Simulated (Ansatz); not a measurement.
Ru, 2 atoms in the cell. Symmetry: P6_3/mmc, No. 194, hexagonal system. Conventional cell: a = 2.706 Å, b = 2.706 Å, c = 4.282 Å, α = 90.00°, β = 90.00°, γ = 120.00°. Around Ru (site symmetry -6m2) lie 12 Ru at 2.65 to 2.71 Å. 

| Item | Value |
| --- | --- |
| Program | Ansatz 0.2.0 |
| Task | equation of state |
| Functional | PBEsol |
| Potentials or basis | JTH PAW |
| Cutoff | 1800 eV |
| Density cutoff | 7200 eV |
| k mesh | 11 × 11 × 6 |
| Occupations | fermi-dirac, width 0.05 eV |
| Spin | no spin polarisation |
| Driver | calculator |
| Eos | sjeos |

Potentials or basis: JTH PAW.

Launch:

```bash
$ python run.py
```

Hardware: 2 threads of Arm Neoverse V1 (shared host).

Q: Estimate the wall time of this run.

A: It took 43 s on 2 threads of Arm Neoverse V1, on a shared host, peak memory 0.69 GiB. Counts: scf iterations 56, plane waves 4403, k points 64, bands 20, engine runs 7, ion steps 7.
